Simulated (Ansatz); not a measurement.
Here is an Ansatz 0.2.0 calculation.

Contents of input.yaml:

```yaml
crystal:
  lattice:
    - [1.6477431241, -5.4650377251, 0.0]
    - [1.6477431241, 5.4650377251, 0.0]
    - [0.0, 0.0, 4.54363559]
  atoms:
    - { symbol: P, position: [0.90414313, 0.09585687, 0.58881517] }
    - { symbol: P, position: [0.09585687, 0.90414313, 0.41118483] }
    - { symbol: P, position: [0.59585687, 0.40414313, 0.08881517] }
    - { symbol: P, position: [0.40414313, 0.59585687, 0.91118483] }
hamiltonian:
  xc: pbe
  pseudopotentials: { kind: paw }
kpoints:
  mp_grid: { grid: [8, 8, 6] }
scf:
  occupations: { method: fermi_dirac, width: 0.05 }
output:
  forces: true
  stress: true
  eigenvalues: true
relax:
  f_tol: 0.01
  max_steps: 40
  cell: { stress_tol: 0.05, p_target: 5.0 }
```

Potentials or basis: Ansatz PAW.

Launch:

```sh
$ ansatz run input.yaml --threads 2 --pin off --max-ram 5632MiB --backend cpu --events-out ev --progress --plain --runs-dir out
```

Q: What does it give for the space group after relaxing (to 0.05 Å)?

A: Cmce (No. 64).

Q: Predict the band gap on the k mesh.

A: None (metal or under the smearing width).

Q: Predict the relaxed volume.

A: 16.87 Å³/atom.

Step by step:
```
step  energy change (eV)  largest force (eV/Å)  volume (Å³)
   1              0.0000                0.3378        81.83
   2              0.0942                0.1314        73.21
   3              0.1960                0.1822        68.07
   4              0.1866                0.1427        67.69
   5              0.1760                0.0538        67.97
   6              0.1855                0.0038        67.64
   7              0.1908                0.0070        67.46
   8              0.1916                0.0072        67.46
```

Caveat: the volume moved by over 15 % at a fixed basis, so the end points are rough; the plane-wave basis is chosen anew once the cell has moved, so the energies of steps on either side of that aren't comparable.
